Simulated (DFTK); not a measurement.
Au in DFTK: convergence with cutoff

The system is Au.

```xyz
1
Lattice="0.0092 1.9460 2.1536 2.0373 0.1055 2.0576 2.1705 1.9913 -0.0298" Properties=species:S:1:pos:R:3 pbc="T T T"
Au    0.0000    0.0000    0.0000
```

The cell isn't the ideal one: cell strained at random.

| Item | Value |
| --- | --- |
| Program | DFTK 0.8.2 |
| Task | convergence study |
| Functional | PBE |
| Potentials or basis | in-house norm-conserving set (PBE, scalar relativistic) |
| Cutoff | 354 eV |
| k mesh | 5 × 5 × 5 |
| Occupations | fermi-dirac, width 0.02 eV |
| Spin | no spin polarisation |

These are the settings of the first run; the series varies cutoff, with any setting tied to it.

Hardware: 1 thread of Intel(R) Xeon(R) 6975P-C (Granite Rapids), with other jobs on the host.

Q: The values tried are 353.748 eV, 462.594 eV, 571.439 eV, 734.707 eV, 870.764 eV, 1034.03 eV, 1251.72 eV, 1496.63 eV, loosest first. From which on does the energy stay within 1 meV/atom of the tightest run that finished?

A: From 1251.72 eV on.

| cutoff | energy less the tightest run, at zero smearing (meV/atom) | pressure (GPa) | SCF cycles |
| --- | --- | --- | --- |
| 353.748 eV | 18274.54 | -423.02 | 10 |
| 462.594 eV | 5900.77 | -164.50 | 10 |
| 571.439 eV | 1864.84 | -63.83 | 10 |
| 734.707 eV | 236.96 | -5.86 | 9 |
| 870.764 eV | 23.34 | 7.47 | 9 |
| 1034.03 eV | 2.05 | 9.90 | 9 |
| 1251.72 eV | 0.73 | 9.88 | 9 |
| 1496.63 eV | 0.00 | 9.93 | 9 |

Against the tightest run, the pressure stays within 0.1 GPa from 1034.03 eV on. The tightest run that finished is the yardstick and may itself not be fully converged.

Caveat, for the tightest run too: the k mesh is coarse (spacing up to 0.56 Å⁻¹), so the values aren't converged. The run has no spin-orbit coupling, so splittings on Au are missing.
